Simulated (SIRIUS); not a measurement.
# Te2Mo in SIRIUS: reference runs

Reference runs on Te2Mo: the cell as given.

All numbers are computed with SIRIUS 7.10.0; they aren't measurements. Logs are shortened: lines on timing, memory, paths and dates and some standing lists are left out, and cuts for length are marked. The log counts tension as positive stress, the text compression.

## Step 1: The slab as given

The cell holds a slab with vacuum, 6 atoms: a = 6.362 Å, b = 3.480 Å, c = 36.176 Å, α = 90.00°, β = 90.14°, γ = 90.00°.

## Step 2: Single point, PBE

The input, sirius.json:

```json
{
  "control": {
    "processing_unit": "cpu",
    "verbosity": 2,
    "num_bands_to_print": 61,
    "print_forces": true,
    "print_stress": true
  },
  "parameters": {
    "electronic_structure_method": "pseudopotential",
    "xc_functionals": ["XC_GGA_X_PBE", "XC_GGA_C_PBE"],
    "gk_cutoff": 9.0,
    "pw_cutoff": 18.0,
    "ngridk": [4, 8, 1],
    "shiftk": [0, 0, 0],
    "smearing": "fermi_dirac",
    "smearing_width": 0.0018374661,
    "num_bands": 61,
    "num_mag_dims": 0,
    "num_dft_iter": 100,
    "energy_tol": 1e-08,
    "density_tol": 1e-06
  },
  "iterative_solver": {
    "type": "davidson",
    "min_tolerance": 1e-10
  },
  "mixer": {
    "type": "anderson",
    "beta": 0.7,
    "max_history": 8
  },
  "settings": {
    "tol_ne": 1e-10
  },
  "unit_cell": {
    "lattice_vectors": [
      [12.021698751434, 0.0, 0.0],
      [0.0, 6.577008586709, 0.0],
      [-0.162027429249, 0.0, 68.362525299925]
    ],
    "atom_coordinate_units": "lattice",
    "atom_types": ["Te", "Mo"],
    "atom_files": {
      "Te": "Te.json",
      "Mo": "Mo.json"
    },
    "atoms": {
      "Te": [
        [0.4292511, 0.75, 0.54070358],
        [0.5707489, 0.25, 0.45929642],
        [0.92084787, 0.25, 0.55652732],
        [0.07915213, 0.75, 0.44347268]
      ],
      "Mo": [
        [0.18134756, 0.25, 0.49746537],
        [0.81865244, 0.75, 0.50253463]
      ]
    }
  }
}
```

Potentials or basis: PseudoDojo 0.4.1 PBE standard (scalar relativistic).

Command:

```sh
$ upf_to_json Te.upf
$ upf_to_json Mo.upf
$ OMP_NUM_THREADS=4 sirius.scf --input=sirius.json --output=out.json --task=0
```

The log of the run:

```text
[info] SIRIUS version : 7.10.0
[info] number of MPI ranks           : 1
[info] MPI grid                      : 1 1
[info] maximum number of OMP threads : 4
[fft] FFT context for density and potential
[fft] =====================================
[fft]   comm size                             : 1
[fft]   plane wave cutoff                     : 18
[fft]   grid size                             : 72 40 400   total : 1152000
[fft]   grid limits                           : -35 36   -19 20   -199 200
[fft]   number of G-vectors within the cutoff : 266077
[fft]   local number of G-vectors             : 266077
[fft]   number of G-shells                    : 138348
[fft] FFT context for coarse grid
[fft] =====================================
[fft]   comm size                             : 1
[fft]   plane wave cutoff                     : 18
[fft]   grid size                             : 72 40 400   total : 1152000
[fft]   grid limits                           : -35 36   -19 20   -199 200
[fft]   number of G-vectors within the cutoff : 266077
[fft]   local number of G-vectors             : 266077
[fft]   number of G-shells                    : 138348
[unit cell] lattice vectors
[unit cell]   a1 :      12.0216987514      0.0000000000      0.0000000000
[unit cell]   a2 :       0.0000000000      6.5770085867      0.0000000000
[unit cell]   a3 :      -0.1620274292      0.0000000000     68.3625252999
[unit cell] reciprocal lattice vectors
[unit cell]   b1 :       0.5226536979     -0.0000000000      0.0012387523
[unit cell]   b2 :       0.0000000000      0.9553256962     -0.0000000000
[unit cell]   b3 :       0.0000000000      0.0000000000      0.0919097895
[unit cell] unit cell volume :      5405.20720337 [a.u.^3]
[unit cell] 1/sqrt(omega)    :         0.01360172
[unit cell] MT volume        :         0.00000000 ( 0.00%)
[unit cell] IT volume        :      5405.20720337 (100.00%)
[unit cell] number of atom types : 2
[unit cell] type id : 0 symbol : Te mt_radius :  12.930000 num_atoms : 4
[unit cell] type id : 1 symbol : Mo mt_radius :  16.390000 num_atoms : 2
[unit cell] total number of atoms : 6
[unit cell] number of symmetry classes : 3
[unit cell] number of PAW atoms : 0
[unit cell] atom id  type id  class id             position                      vector_field
[unit cell] ------------------------------------------------------------------------------------------
[unit cell]      0        0        0      0.42925   0.75000   0.54070      0.00000   0.00000   0.00000
[unit cell]      1        0        0      0.57075   0.25000   0.45930      0.00000   0.00000   0.00000
[unit cell]      2        0        1      0.92085   0.25000   0.55653      0.00000   0.00000   0.00000
[unit cell]      3        0        1      0.07915   0.75000   0.44347      0.00000   0.00000   0.00000
[unit cell]      4        1        2      0.18135   0.25000   0.49747      0.00000   0.00000   0.00000
[... 504 lines left out ...]
[find] band gap (eV)                  :       0.00000000
[find] Efermi                         :      -0.04927986
[ground_state] === stress tensor components [kbar] ===
[ground_state] === stress_kin ===
[ground_state] -9904.687700    0.000000   19.223368
[ground_state]     0.000000-9867.972672    0.000000
[ground_state]    19.223368    0.000000-9910.976583
[ground_state] === stress_har ===
[ground_state] -151494.773728    0.000000   56.738970
[ground_state]     0.000000-151867.319327    0.000000
[ground_state]    56.738970    0.000000147307.527253
[ground_state] === stress_ewald ===
[ground_state] -145364.181765    0.000000   57.127555
[ground_state]     0.000000-145875.081089    0.000000
[ground_state]    57.127555    0.000000158774.892498
[ground_state] === stress_vloc ===
[ground_state] 301956.642757    0.000000 -136.902683
[ground_state]     0.000000302795.579157    0.000000
[ground_state]  -136.902683    0.000000-300962.877907
[ground_state] === stress_xc ===
[ground_state] -1973.774782    0.000000    0.129780
[ground_state]     0.000000-1973.189779    0.000000
[ground_state]     0.129780    0.000000-1973.251820
[ground_state] === stress_core ===
[ground_state]  3430.281790    0.000000   -0.242693
[ground_state]     0.000000 3430.221542    0.000000
[ground_state]    -0.242693    0.000000 3430.613496
[ground_state] === stress_nonloc ===
[ground_state]  3348.773672    0.000000    3.840303
[ground_state]     0.000000 3356.854946    0.000000
[ground_state]     3.840303    0.000000 3330.750945
[ground_state] === stress_us_nl ===
[ground_state]  3348.773672    0.000000    3.840303
[ground_state]     0.000000 3356.854946    0.000000
[ground_state]     3.840303    0.000000 3330.750945
[ground_state] === stress_total ===
[ground_state]    -1.719756    0.000000   -0.085402
[ground_state]     0.000000   -0.907223    0.000000
[ground_state]    -0.085402    0.000000   -3.322119
[ground_state] ==== total Forces in Ha/bohr =====
[ground_state] atom:    0, force:       0.0009122     -0.0000000      0.0020751
[ground_state] atom:    1, force:      -0.0009122      0.0000000     -0.0020751
[ground_state] atom:    2, force:      -0.0004011     -0.0000000      0.0065578
[ground_state] atom:    3, force:       0.0004011      0.0000000     -0.0065578
[ground_state] atom:    4, force:       0.0013187     -0.0000000      0.0004551
[ground_state] atom:    5, force:      -0.0013187      0.0000000     -0.0004551
[ground_state] ==== ultrasoft contribution from Qij =====
[ground_state] atom:    0, force:       0.0000000      0.0000000      0.0000000
[ground_state] atom:    1, force:       0.0000000      0.0000000      0.0000000
[ground_state] atom:    2, force:       0.0000000      0.0000000      0.0000000
[ground_state] atom:    3, force:       0.0000000      0.0000000      0.0000000
[ground_state] atom:    4, force:       0.0000000      0.0000000      0.0000000
[ground_state] atom:    5, force:       0.0000000      0.0000000      0.0000000
[ground_state] ==== non-local contribution from Beta-projector =====
[ground_state] atom:    0, force:      -0.0124093      0.0000000     -0.2576926
[ground_state] atom:    1, force:       0.0124093      0.0000000      0.2576926
[ground_state] atom:    2, force:      -0.0148990     -0.0000000     -0.2575085
[ground_state] atom:    3, force:       0.0148990      0.0000000      0.2575085
[ground_state] atom:    4, force:       0.0021324     -0.0000000     -0.0018456
[ground_state] atom:    5, force:      -0.0021324      0.0000000      0.0018456
[ground_state] ==== contribution from local potential =====
[ground_state] atom:    0, force:      -0.6301429      0.0000000    -52.6139917
[ground_state] atom:    1, force:       0.6301429      0.0000000     52.6139917
[ground_state] atom:    2, force:       0.4694876      0.0000000    -69.8887652
[ground_state] atom:    3, force:      -0.4694876      0.0000000     69.8887652
[ground_state] atom:    4, force:      -3.2111114      0.0000000      2.1330932
[ground_state] atom:    5, force:       3.2111114      0.0000000     -2.1330932
[ground_state] ==== contribution from core density =====
[ground_state] atom:    0, force:       0.0008836      0.0000000      0.0051475
[ground_state] atom:    1, force:      -0.0008836      0.0000000     -0.0051475
[ground_state] atom:    2, force:      -0.0004182      0.0000000      0.0113168
[ground_state] atom:    3, force:       0.0004182      0.0000000     -0.0113168
[ground_state] atom:    4, force:       0.0003847     -0.0000000      0.0001580
[ground_state] atom:    5, force:      -0.0003847      0.0000000     -0.0001580
[ground_state] ==== Ewald forces from ions =====
[ground_state] atom:    0, force:       0.6425809      0.0000000     52.8686123
[ground_state] atom:    1, force:      -0.6425809      0.0000000    -52.8686123
[ground_state] atom:    2, force:      -0.4545715      0.0000000     70.1415149
[ground_state] atom:    3, force:       0.4545715      0.0000000    -70.1415149
[ground_state] atom:    4, force:       3.2099129      0.0000000     -2.1309506
[ground_state] atom:    5, force:      -3.2099129      0.0000000      2.1309506
[~DFT_ground_state] local op. applied: 44002
[~DFT_ground_state] evp. work count: 2792.81
[~DFT_ground_state] number of iterative solver steps: 2237
```

Wall time 51 min (4 threads of Arm Neoverse V1, shared host); peak memory 4.7 GiB.

Results:

```yaml
Free_energy: -15239.5518 eV
Largest_force: 0.338 eV/Å
Band_gap_on_the_k_mesh: none (metal or under the smearing width)
```

Forces on the atoms (eV/Å):
```
Te   0.047  0.000  0.107
Te  -0.047  0.000 -0.107
Te  -0.021  0.000  0.337
Te   0.021  0.000 -0.337
Mo   0.068  0.000  0.023
Mo  -0.068  0.000 -0.023
```

Stress tensor (GPa, compression positive):
```
0.17 0.00 0.01
0.00 0.09 0.00
0.01 0.00 0.33
```

Spin-orbit coupling is left out, which matters for the levels of Te.
